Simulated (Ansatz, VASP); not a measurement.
# One calculation of CdF2, two programs

```
Cd F
1.0
     0.00000    2.75885    2.75885
     2.75885    0.00000    2.75885
     2.75885    2.75885    0.00000
Cd F
1 2
Cartesian
  0.0000 0.0000 0.0000
  1.3794 1.3794 1.3794
  4.1383 4.1383 4.1383
```

Alike in both runs: task single point; functional PBE; k mesh 12 × 12 × 12; occupations gaussian, width 0.05 eV; no spin polarisation.

```csv
,VASP,Ansatz
version,VASP 6.6.1,Ansatz 0.2.0
potentials or method,"VASP PAW PBE potentials, release 64 (Cd, F)","scalar-relativistic, plane waves, PAW"
plane-wave cutoff (eV),520,420
valence electrons in the cell,26,34
```

```tsv
	VASP	Ansatz	Ansatz less VASP
gap on the k mesh at the Fermi level (eV)	2.82	2.84	+0.028
least direct gap on the mesh (eV)	3.39	3.42	+0.029
pressure (GPa)	-1.3	-1.8	-0.47
```

The two sets of potentials don't hold the same shells in valence.

A k mesh can miss the band edges. A hybrid or GW would open this gap; PBE tends to underestimate it.
